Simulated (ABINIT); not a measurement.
# C: equation of state with PBE

**Experimental background.**

From “Equation of state of cubic boron nitride at high pressures and temperatures”, 2007, arxiv:cond-mat/0702656, for a bulk crystal of C: bulk modulus 444.8 ± 0.8 GPa.

C:

```
C
1.0
     0.00000    1.78337    1.78337
     1.78337    0.00000    1.78337
     1.78337    1.78337    0.00000
C
2
Direct
  0.75000 0.75000 0.75000
  0.50000 0.50000 0.50000
```

This isn't the form of C at room conditions, which is graphite.

- Program: ABINIT 10.8.3 (patched build)
- Task: equation of state
- Functional: PBE
- Potentials or basis: JTH PAW PBE v2.0
- Cutoff: 707 eV
- k mesh: 13 × 13 × 13
- Occupations: fermi-dirac, width 0.05 eV
- Spin: no spin polarisation

```json
{
  "Equilibrium volume": "5.69 Å³/atom",
  "Bulk modulus": "438 GPa",
  "Pressure derivative of the bulk modulus": "3.7 (rough: it moves with the points fitted)"
}
```

Energy against volume, from the lowest point:
| volume (Å³/atom) | energy (meV/atom) |
| --- | --- |
| 5.332 | 33.57 |
| 5.445 | 14.91 |
| 5.558 | 3.96 |
| 5.672 | 0.00 |
| 5.785 | 1.99 |
| 5.899 | 9.84 |
| 6.012 | 22.98 |

Run time: 48 s on 1 thread of Arm Neoverse V1, on a shared host, peak memory 0.12 GiB.

A measured bulk modulus of C is 444.8 GPa (quoted in “Equation of state of cubic boron nitride at high pressures and temperatures”, 2007, arxiv:cond-mat/0702656); the calculated 438 GPa misses it by -1.6 %. 3 values of this kind are on record (442 to 444.8 GPa); this one was drawn at random among those near their median, those with a stated uncertainty first. The fit is for a static lattice scaled at fixed shape and fixed fractional positions. The cell as given is a measured one (5.67 Å³/atom); PBE puts the equilibrium volume +0.3 % from it, thermal expansion not counted.

Caveat: pressures at fixed basis lie under the slope of the energies; the atomic spheres overlap.
